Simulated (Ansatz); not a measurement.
Li2S in the antifluorite structure, relaxed with r2SCAN, was run in Ansatz under altered settings. All numbers are computed, without spin polarisation but where a row says otherwise.

```yaml
crystal:
  lattice:
    - [0.00000, 2.84529, 2.84529]
    - [2.84529, 0.00000, 2.84529]
    - [2.84529, 2.84529, 0.00000]
  atoms:
    - { symbol: S, position: [0.00000, 0.00000, 0.00000] }
    - { symbol: Li, position: [0.25000, 0.25000, 0.25000] }
    - { symbol: Li, position: [0.75000, 0.75000, 0.75000] }
```

The base run's other keys:
```yaml
kpoints:
  mp_grid: { grid: [6, 6, 6] }
hamiltonian:
  xc: pbe
scf:
  occupations: { method: fixed }
  n_extra_bands: 4
```

It takes 7 iterations with 893 plane waves at 420 eV and 16 k points, and leaves a mean stress of +0.33 GPa. The gap over this mesh is 3.388 eV. It ran on 4 threads of Arm Neoverse N1, on a shared host.

Outcomes, with energy and stress as changes against the base:
```
                                setting    outcome  ΔF (meV/atom)  Δ mean stress (GPa)  gap on the mesh (eV)  iterations  wall time
          scf.occupations: gaussian 0.2  converged            0.0                 0.00                 3.389           6     0.45 s
      scf.mixing.preconditioner: kerker  converged            0.0                 0.00                 3.389           6     0.45 s
        kpoints.mp_grid.grid: [5, 5, 5]  converged           +0.4                +0.01                 3.674           7     0.41 s
                    hamiltonian.xc: lda  converged              –                -3.00                 3.166           6     0.46 s
                   scf.n_extra_bands: 0  converged            0.0                 0.00                 3.389           6     0.43 s
                       basis.xc_grid: 1  converged            0.0                 0.00                 3.388           7     0.45 s
                     basis.ecutwfc: 500  converged           -0.1                 0.00                 3.388           7     0.51 s
             scf.occupations: cold 0.05  converged            0.0                 0.00                 3.389           6     0.45 s
                     basis.ecutwfc: 600  converged           -0.2                 0.00                 3.388           7     0.66 s
          scf.occupations: gaussian 0.5  converged            0.0                 0.00                 3.389           6     0.46 s
        scf.occupations: gaussian 0.001  converged            0.0                 0.00                 3.389           6     0.46 s
              scf.occupations: cold 0.5  converged            0.0                 0.00                 3.389           6     0.46 s
        kpoints.mp_grid.grid: [4, 4, 4]  converged           +2.7                +0.05                 3.385           7     0.39 s
hamiltonian.pseudopotentials: ultrasoft    refused              –                    –                     –           –     0.03 s
```
A dash marks a value that wasn't obtained or can't be compared. Stress is positive in compression. The base took 0.47 s.

- kpoints.mp_grid.grid: [5, 5, 5]. The free energy moves by +0.4 meV an atom, the mean stress by +0.01 GPa and the gap on the mesh by +0.285 eV (to 3.674). The gap changes mostly because other points are sampled; a mesh that misses a band edge overestimates it. The mesh is too coarse.
- hamiltonian.xc: lda. The mean stress moves by -3.00 GPa and the gap on the mesh by -0.223 eV (to 3.166). It's another functional on the same cell, so totals aren't comparable.
- kpoints.mp_grid.grid: [4, 4, 4]. The free energy moves by +2.7 meV an atom, the mean stress by +0.05 GPa and the gap on the mesh by -0.004 eV (to 3.385). The mesh is too coarse.
- hamiltonian.pseudopotentials: ultrasoft. The program doesn't start. Error: YAML parse error: line 14 column 29: unknown variant `uspp`, expected one of nc, nc_fr, paw, paw_fr, all_electron

Within 1 meV an atom, 0.1 GPa and 0.005 eV of the base stay: scf.occupations: gaussian 0.2; scf.mixing.preconditioner: kerker; scf.n_extra_bands: 0; basis.xc_grid: 1; basis.ecutwfc: 500; scf.occupations: cold 0.05; basis.ecutwfc: 600; scf.occupations: gaussian 0.5; scf.occupations: gaussian 0.001; scf.occupations: cold 0.5.
